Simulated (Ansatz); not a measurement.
## BiTe: strain energy, fitted

BiTe, Fm-3m, a = 6.394 Å. The structure is a COD entry; whether it is the stable form wasn't checked. Ansatz: PBEsol, PAW, 420 eV, Γ-centred 12×12×8 mesh on 4 atoms, Gaussian smearing 0.10 eV; no spin polarisation. Series: biaxial strain in the a-b plane, c and atoms relaxed; x is the strain in per cent. The axes a, b, c are those of the computed cell (4.521, 4.521, 6.394 Å), along [1 1 0], [-1 1 0], [0 0 1] of the cell named above. y is the free energy over the unstrained cell, V0 = 32.681 Å³/atom.

| x (%) | y (meV/atom) |
| --- | --- |
| -4.5 | 68.49 |
| -3.0 | 30.30 |
| -1.5 | 7.26 |
| 0.0 | 0.00 |
| 1.5 | 6.12 |
| 3.0 | 22.79 |
| 4.5 | ? |

Problem. Fit y = c2 x² + c3 x³ to the other rows, turn c2 into a modulus, and predict the missing energy.

Solution. Least squares on the rows shown. y = 2.8988 x² − 0.11229 x³. In eV per unit strain² c2 is 28.99; M is the biaxial modulus (E = M V0 ε²): 28.99 × 160.2 / (32.681) = 142 GPa. With a term in x⁴ added, the coefficient of x² becomes 3.086, 6 % more, which shows how far this figure hangs on the form. At x = 4.5 the fit asked for gives 48.47 meV/atom. The run gave 47.98 meV/atom, so the fit is 0.49 meV/atom too high, within the rms miss on the fitted rows (0.60 meV/atom).

Spin–orbit coupling is left out, which can shift energies with elements as heavy as these.